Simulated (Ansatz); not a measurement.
# ScAl3 (P1) in Ansatz: convergence with wavefunction cutoff

Aim: find how far wavefunction cutoff must go before the results for ScAl3 settle, at PBE. This setting moves, with any that are tied to it; all else stays.

Everything below comes from runs of Ansatz 0.2.0. Logs are shortened: lines on timing, memory, paths and dates and some standing lists are left out, and cuts for length are marked.

### 1 The cell of the first run

The typed cell holds 4 atoms: a = 4.088 Å, b = 4.088 Å, c = 4.088 Å, α = 90.00°, β = 90.00°, γ = 90.00°.

The cell is a database's computed one.

The cell isn't the ideal one: atoms moved at random, drawn with an rms of 0.05 Å.

### 2 With wavefunction cutoff 400 eV

input.yaml

```yaml
crystal:
  lattice:
    - [4.08780657, 0.0, 0.0]
    - [0.0, 4.08780657, 0.0]
    - [0.0, 0.0, 4.08780657]
  atoms:
    - { symbol: Sc, position: [0.004295, -0.000476, -0.006616] }
    - { symbol: Al, position: [0.497634, 0.498802, 0.011843] }
    - { symbol: Al, position: [-0.012773, 0.501108, 0.499126] }
    - { symbol: Al, position: [0.500176, 0.007981, 0.501812] }
hamiltonian:
  xc: pbe
  pseudopotentials: { kind: nc, accuracy: standard }
kpoints:
  mp_grid: { grid: [5, 5, 5] }
scf:
  occupations: { method: methfessel_paxton, width: 0.05 }
output:
  forces: true
  stress: true
  eigenvalues: true
basis:
  ecutwfc: "400 eV"
```

Potentials or basis: PseudoDojo standard (PBE files).

The run is started by

```
ansatz run input.yaml --threads 2 --pin off --max-ram 5632MiB --backend cpu --events-out ev --progress --plain --runs-dir out
```

Standard output:

```text
Warning: basis.ecutwfc = 400 eV is below the records' recommended 1061.244064 eV, and the density's cutoff is lower with it unless basis.ecutrho_ratio is high enough to keep the records' density cutoff: compare with a run at a higher cutoff
Warning: RAYON_NUM_THREADS=2 ignored (pool sized by the plan → 2); use --threads N
Engine: ansatz 0.2.0, aarch64-unknown-linux-gnu
Pseudopotentials: kind: nc
Pseudopotential: Sc, nc, valence charge 11, recommended cutoff 1061.244064 eV (normal), Sc.nc.azcp (PseudoDojo's, or run here from an input of PseudoDojo's; its table is named by hamiltonian.pseudopotentials.accuracy)
Pseudopotential: Al, nc, valence charge 3, recommended cutoff 544.227725 eV (normal), Al.nc.azcp (PseudoDojo's, or run here from an input of PseudoDojo's; its table is named by hamiltonian.pseudopotentials.accuracy)
Functional definition: PBE
  parameter kappa = 0.804
  parameter beta = 0.06672455060314922
  exchange = pbe_x(kappa = kappa, mu = beta*pi^2/3)
  correlation = pbe_c(beta = beta)
Crystal: 4 atoms, lattice volume = 68.308 Å³
Basis set: ecut = 400 eV, 1237 PW (Γ), exchange–correlation on 54×54×54 points (8 copies of the dense FFT grid, shifted against one another)
Bands: 14, of which v1, the nominal top of the filled ones, is band 10 counted from 1 (9 counted from 0)
Symmetry: 1 space group operations
Space group: P1 (ITA 1), of the structure as read, at distance tolerance 4.1e-5 Å
k-points: 63 of 125 (time reversal used)
Non-local potential: Sc, projectors of the file, l = 0: 2, l = 1: 2, l = 2: 2
Non-local potential: Al, projectors of the file, l = 0: 2, l = 1: 2, l = 2: 2
Initial density: superposition of atomic densities (chi_scale 0.1, normalization cell, long waves kept (reshape's long-wave potential 0.00 eV rms))
Initial wavefunctions: pseudopotential atomic-orbital guess
Functional: x = pbe(κ = 0.804, μ = 0.2195149727645171), c = pbe(β = 0.06672455060314922)
SCF iter   1: F=—  HF=-1503.286727 eV  |F-HF|=—  |Δ(HF+E_count)|=         —  Δρ=4.80e-2  dr2=1.04e0  ethr=3.10e-3  ⟨swp⟩=6.0  Hψ=5417  notcnv=0
preconditioner: auto → Kerker (q_TF=auto, 2.223 Å⁻¹)  [metal: Δε(μ)=0.001 eV  Ē_g=6.061 eV  σ=0.050 eV  W_gap=0.01  n_scr=18 (ndim 8)  ℏωp=15.6 eV  f_vac=0.000  D(μ)=6.24/eV (n_scr^D=80)]
SCF iter   2: F=—  HF=-1503.039285 eV  |F-HF|=—  |Δ(HF+E_count)|=   2.47e-1  S|Δr|=    0.00e0  Δρ=2.35e-2  dr2=2.79e-1  ethr=3.10e-3  ⟨swp⟩=3.8  Hψ=2297  notcnv=0  defer=3
preconditioner: auto → Resta (q_TF=auto, 2.223 Å⁻¹)  ε∞=7.9  [insulator: Δε(μ)=0.522 eV  Ē_g=5.941 eV  σ=0.050 eV  W_gap=0.53  n_scr=18 (ndim 8)  ℏωp=15.6 eV  f_vac=0.000  D(μ)=6.32/eV (n_scr^D=80)  ε∞_Penn≈7.9]
SCF iter   3: F=—  HF=-1502.964468 eV  |F-HF|=—  |Δ(HF+E_count)|=   7.48e-2  S|Δr|=    0.00e0  Δρ=4.10e-3  dr2=1.29e-2  ethr=1.40e-3  ⟨swp⟩=2.8  Hψ=1756  notcnv=0  defer=3
SCF iter   4: F=—  HF=-1502.960088 eV  |F-HF|=—  |Δ(HF+E_count)|=   4.38e-3  S|Δr|=    0.00e0  Δρ=4.40e-4  dr2=1.22e-4  ethr=6.45e-5  ⟨swp⟩=2.5  Hψ=1502  notcnv=0  defer=3
SCF iter   5: F=—  HF=-1502.960076 eV  |F-HF|=—  |Δ(HF+E_count)|=   1.19e-5  S|Δr|=    0.00e0  Δρ=7.62e-5  dr2=4.76e-6  ethr=6.08e-7  ⟨swp⟩=2.7  Hψ=1413  notcnv=0  defer=3
SCF iter   6: F=—  HF=-1502.961395 eV  |F-HF|=—  |Δ(HF+E_count)|=   1.32e-3  S|Δr|=    0.00e0  Δρ=3.05e-5  dr2=3.35e-7  ethr=2.38e-8  ⟨swp⟩=2.0  Hψ=1520  notcnv=0  defer=3
SCF iter   7: F=-1502.961395 eV  HF=-1502.961395 eV  |F-HF|=7.67e-9  |Δ(HF+E_count)|=   6.98e-8  S|Δr|=    0.00e0  Δρ=5.61e-6  dr2=1.28e-8  ethr=5.00e-10  ⟨swp⟩=6.6  Hψ=4459  notcnv=0
SCF 1 converged in 7 iterations: F = -1502.961395 eV  dr2 = 1.28e-8
SCF converged after 7 iterations
Stability not checked: this state was not tested for a lower state beside it, because cold or Methfessel-Paxton smearing, or corrected tetrahedra, fill the levels in a way that the test cannot read (fill_not_monotonic; see scf.lower_state_search)
Free energy (F): -1502.961395 eV
Harris-Foulkes:  -1502.961395 eV  (|F-HF|=7.67e-9)
Internal energy: -1502.958857 eV  (E = F + TS)
E sigma→0 (E₀):  -1502.960761 eV
Entropy (-TS):   -0.002537 eV (-0.634 meV/atom)
Fermi energy:    9.615048 eV
Step filling:    the computed levels leave a gap of 0.0004 eV = 0.0 smearing widths at the electron count; against every level under it full and every level over it empty, smearing changes F+E_penalty+E_count by -2.372 meV and its σ→0 estimate by -1.737 meV
--- Per-component energies (eV) ---
  E_band       = -135.670348
  E_kinetic    = 540.552283
  E_local      = -1210.341391  (includes V_loc(G=0)·N_el)
  E_nonlocal   = 101.559947
  E_hartree    = 372.491942
  E_xc         = -309.059555
  E_vxc        = -312.427121  (∫ρ·V_xc dr)
  E_ewald      = -998.162083
  E_smearing   = -0.002537  (= −TS)
  E_closure    = -0.000000  (closes the sum)
  Σ components = -1502.961395   (vs F -1502.961395, Δ=0.00e0)
--- Forces (eV/Å), atoms counted from 1 ---
  atom   1  Sc    -0.24836729     0.03781209     0.31631018
  atom   2  Al     0.04226994     0.08834411    -0.23035641
  atom   3  Al     0.23178153     0.02521860    -0.00533836
  atom   4  Al    -0.02549351    -0.15139984    -0.08079536
  max |Σ_I F_I| component: 1.91e-4 eV/Å
--- Stress (GPa, compression-positive) ---
        1.417553       0.071718       0.078180
        0.071718       1.320433      -0.060244
        0.078180      -0.060244       1.395397
  P = ⅓ Tr σ = 1.3778 GPa (13.778 kbar)
--- Band table (eV; the first three rows and the last of 63) ---
  k-point 0: bands = ["-40.3599", "-20.1601", "-20.1594", "-20.1584", "-0.6882", "6.7375", "6.7390", "7.4688", "7.4731", "7.4747", "10.6165", "11.0738", "11.0749", "11.0839"]
  k-point 1: bands = ["-40.4211", "-20.1797", "-20.1659", "-20.1651", "-0.3287", "4.7424", "7.0239", "7.5404", "7.5433", "8.7516", "10.6644", "10.6686", "11.1761", "11.8309"]
  k-point 2: bands = ["-40.3612", "-20.1770", "-20.1621", "-20.1613", "0.6940", "2.5990", "7.6715", "7.6741", "7.7257", "10.1787", "10.2825", "10.2860", "10.5602", "11.4513"]
  k-point 62: bands = ["-40.3784", "-20.1796", "-20.1707", "-20.1690", "1.3386", "3.2394", "5.7870", "6.4652", "7.3544", "8.2658", "10.5092", "11.5864", "11.6508", "12.2922"]
```

Wall time 3 s (2 threads of Arm Neoverse V2, shared host); peak memory 0.3 GiB.

Results:

- Free energy: -1502.9614 eV
- Pressure: 1.4 GPa
- Largest force: 0.404 eV/Å
- Band gap on the k mesh: none (metal or under the smearing width)

### 3 With wavefunction cutoff 500 eV

Edit input.yaml of step 2 so:

```diff
@@ -22,2 +22,2 @@
 basis:
-  ecutwfc: "400 eV"
+  ecutwfc: "500 eV"
```

Potentials or basis: PseudoDojo standard (PBE files).

The run is started by

```
ansatz run input.yaml --threads 2 --pin off --max-ram 5632MiB --backend cpu --events-out ev --progress --plain --runs-dir out
```

It took 3.5 s on 2 threads of Arm Neoverse V2, shared host; peak memory 0.32 GiB.

Results:

- Free energy: -1505.9904 eV
- Pressure: 1.3 GPa
- Largest force: 0.419 eV/Å
- Band gap on the k mesh: none (metal or under the smearing width)

### 4 With wavefunction cutoff 600 eV

Edit input.yaml of step 3 so:

```diff
@@ -22,2 +22,2 @@
 basis:
-  ecutwfc: "500 eV"
+  ecutwfc: "600 eV"
```

The run is started by

```
ansatz run input.yaml --threads 2 --pin off --max-ram 5632MiB --backend cpu --events-out ev --progress --plain --runs-dir out
```

It took 5.1 s on 2 threads of Arm Neoverse V2, shared host; peak memory 0.31 GiB.

Results:

- Free energy: -1507.2002 eV
- Pressure: 1.2 GPa
- Largest force: 0.411 eV/Å
- Band gap on the k mesh: none (metal or under the smearing width)

### 5 With wavefunction cutoff 700 eV

Edit input.yaml of step 4 so:

```diff
@@ -22,2 +22,2 @@
 basis:
-  ecutwfc: "600 eV"
+  ecutwfc: "700 eV"
```

The run is started by

```
ansatz run input.yaml --threads 2 --pin off --max-ram 5632MiB --backend cpu --events-out ev --progress --plain --runs-dir out
```

Wall time 5.8 s (2 threads of Arm Neoverse V2, shared host); peak memory 0.33 GiB.

What came out:

```
Free energy            : -1507.6702 eV
Pressure               : 1.0 GPa
Largest force          : 0.407 eV/Å
Band gap on the k mesh : none (metal or under the smearing width)
```

### 6 With wavefunction cutoff 850 eV

Edit input.yaml of step 5 so:

```diff
@@ -22,2 +22,2 @@
 basis:
-  ecutwfc: "700 eV"
+  ecutwfc: "850 eV"
```

Potentials or basis: PseudoDojo standard (PBE files).

The run is started by

```
ansatz run input.yaml --threads 2 --pin off --max-ram 5632MiB --backend cpu --events-out ev --progress --plain --runs-dir out
```

It took 6.6 s on 2 threads of Arm Neoverse V2, shared host; peak memory 0.37 GiB.

The run converged. Its results:

| Quantity | Value |
| --- | --- |
| Free energy | -1507.8575 eV |
| Pressure | 1.0 GPa |
| Largest force | 0.407 eV/Å |
| Band gap on the k mesh | none (metal or under the smearing width) |

### 7 With wavefunction cutoff 1000 eV

Edit input.yaml of step 6 so:

```diff
@@ -22,2 +22,2 @@
 basis:
-  ecutwfc: "850 eV"
+  ecutwfc: "1000 eV"
```

The run is started by

```
ansatz run input.yaml --threads 2 --pin off --max-ram 5632MiB --backend cpu --events-out ev --progress --plain --runs-dir out
```

It took 7.8 s on 2 threads of Arm Neoverse V2, shared host; peak memory 0.42 GiB.

It converged, with:

```yaml
Free_energy: -1507.8798 eV
Pressure: 1.0 GPa
Largest_force: 0.407 eV/Å
Band_gap_on_the_k_mesh: none (metal or under the smearing width)
```

### 8 With wavefunction cutoff 1200 eV

Edit input.yaml of step 7 so:

```diff
@@ -22,2 +22,2 @@
 basis:
-  ecutwfc: "1000 eV"
+  ecutwfc: "1200 eV"
```

The run is started by

```
ansatz run input.yaml --threads 2 --pin off --max-ram 5632MiB --backend cpu --events-out ev --progress --plain --runs-dir out
```

Run time: 9.5 s. Hardware: 2 threads of Arm Neoverse V2, shared host; peak memory 0.48 GiB.

The run converged. Its results:

- Free energy: -1507.8815 eV
- Pressure: 1.0 GPa
- Largest force: 0.407 eV/Å
- Band gap on the k mesh: none (metal or under the smearing width)

### 9 With wavefunction cutoff 1400 eV

Edit input.yaml of step 8 so:

```diff
@@ -22,2 +22,2 @@
 basis:
-  ecutwfc: "1200 eV"
+  ecutwfc: "1400 eV"
```

Potentials or basis: PseudoDojo standard (PBE files).

The run is started by

```
ansatz run input.yaml --threads 2 --pin off --max-ram 5632MiB --backend cpu --events-out ev --progress --plain --runs-dir out
```

It took 13 s on 2 threads of Arm Neoverse V2, shared host; peak memory 0.54 GiB.

Results (log left out):

| Item | Value |
| --- | --- |
| Free energy | -1507.8819 eV |
| Pressure | 1.0 GPa |
| Largest force | 0.407 eV/Å |
| Band gap on the k mesh | none (metal or under the smearing width) |

### 10 With wavefunction cutoff 1700 eV

Edit input.yaml of step 9 so:

```diff
@@ -22,2 +22,2 @@
 basis:
-  ecutwfc: "1400 eV"
+  ecutwfc: "1700 eV"
```

The run is started by

```
ansatz run input.yaml --threads 2 --pin off --max-ram 5632MiB --backend cpu --events-out ev --progress --plain --runs-dir out
```

It took 18 s on 2 threads of Arm Neoverse V2, shared host; peak memory 0.69 GiB.

Results (log left out):

| Quantity | Value |
| --- | --- |
| Free energy | -1507.8826 eV |
| Pressure | 1.0 GPa |
| Largest force | 0.407 eV/Å |
| Band gap on the k mesh | none (metal or under the smearing width) |

### 11 The series at a glance

```
wavefunction cutoff  energy less the tightest run, at zero smearing (meV/atom)  pressure (GPa)  largest force (eV/Å)  SCF cycles  CPU time (s)  peak memory (GiB)
             400 eV                                                    1230.30            1.38                 0.404           7             6                0.3
             500 eV                                                     473.04            1.34                 0.419           7             7               0.32
             600 eV                                                     170.61            1.23                 0.411           7            10               0.31
             700 eV                                                      53.10            1.01                 0.407           7            12               0.33
             850 eV                                                       6.29            1.01                 0.407           7            13               0.37
            1000 eV                                                       0.70            1.00                 0.407           7            16               0.42
            1200 eV                                                       0.28            1.00                 0.407           7            19               0.48
            1400 eV                                                       0.19            1.00                 0.407           7            25               0.54
            1700 eV                                                       0.00            1.00                 0.407           7            35               0.69
```

Against the tightest run, the energy stays within 1 meV/atom from 1000 eV on; the pressure stays within 0.1 GPa from 700 eV on; the largest force stays within 0.005 eV/Å from 600 eV on. The tightest run that finished is the yardstick and may itself not be fully converged.
